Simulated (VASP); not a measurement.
## From VASP inputs to Ansatz: MgI2 (1T (CdI2) bulk)

INCAR

```
ENCUT = 520
NELM = 120
IBRION = -1
PREC = Accurate
LASPH = .TRUE.
LREAL = .FALSE.
SIGMA = 0.01
ISMEAR = 0
GGA = PS
ISIF = 2
LCHARG = .FALSE.
NBANDS = 15
EDIFF = 1E-7
LWAVE = .FALSE.
NSW = 0
```

KPOINTS

```
KPOINTS created by Atomic Simulation Environment
0
Gamma
12 12 4
0 0 0
```

KPOINTS_OPT

```
special points
7
Reciprocal
0.0000000000 0.0000000000 0.0000000000 1
0.5000000000 0.0000000000 0.0000000000 1
0.3333333333 0.3333333333 0.0000000000 1
0.0000000000 0.0000000000 0.5000000000 1
0.5000000000 0.0000000000 0.5000000000 1
0.3333333333 0.3333333333 0.5000000000 1
0.5000000000 0.0000000000 0.3500000000 1
```

POSCAR

```
Mg I
 1.0000000000000000
     4.1572130500175861    0.0000000000000000    0.0000000000000000
    -2.0786065250087931    3.6002521102594174    0.0000000000000000
     0.0000000000000000    0.0000000000000000    6.8733252076808444
 Mg  I
   1   2
Cartesian
  0.0000000000000000 -0.0000000000000000 -0.0000000000000000
 -0.0000000000000001  2.4001680735062787  1.6676205526148902
  2.0786065250087922  1.2000840367531393  5.2057046550659551
```

VASP ran with the recommended PBE PAW datasets (16 valence electrons in the cell).

Question: Translate these files to an Ansatz input.

Answer: 

```yaml
crystal:
  lattice:
    - [4.15721305, 0.0, 0.0]
    - [-2.078606525, 3.6002521103, 0.0]
    - [0.0, 0.0, 6.8733252077]
  atoms:
    - { symbol: Mg, position: [0.0, 0.0, 0.0] }
    - { symbol: I, position: [0.3333333333, 0.6666666667, 0.2426220937] }
    - { symbol: I, position: [0.6666666667, 0.3333333333, 0.7573779063] }
kpoints:
  mp_grid: { grid: [12, 12, 4] }
  band_path:
    path:
      - [0.0, 0.0, 0.0]
      - [0.5, 0.0, 0.0]
      - [0.3333333333, 0.3333333333, 0.0]
      - [0.0, 0.0, 0.5]
      - [0.5, 0.0, 0.5]
      - [0.3333333333, 0.3333333333, 0.5]
      - [0.5, 0.0, 0.35]
    npoints: 1
hamiltonian:
  xc: pbesol
scf:
  occupations: { method: fixed }
  n_extra_bands: 4
output:
  forces: true
  stress: true
  eigenvalues: true
```

Other inputs would serve too.

```tsv
	VASP	Ansatz
gap between bands v and c	3.44 eV	3.45 eV
least direct gap	3.56 eV	3.57 eV
pressure	-0.3 GPa	-0.3 GPa
largest force	0.07 eV/Å	0.06 eV/Å
```

The two codes use different PAW datasets and cutoffs. VASP's cell holds 16 valence electrons and Ansatz's 44. Ansatz's stress includes a Pulay correction; VASP's doesn't.
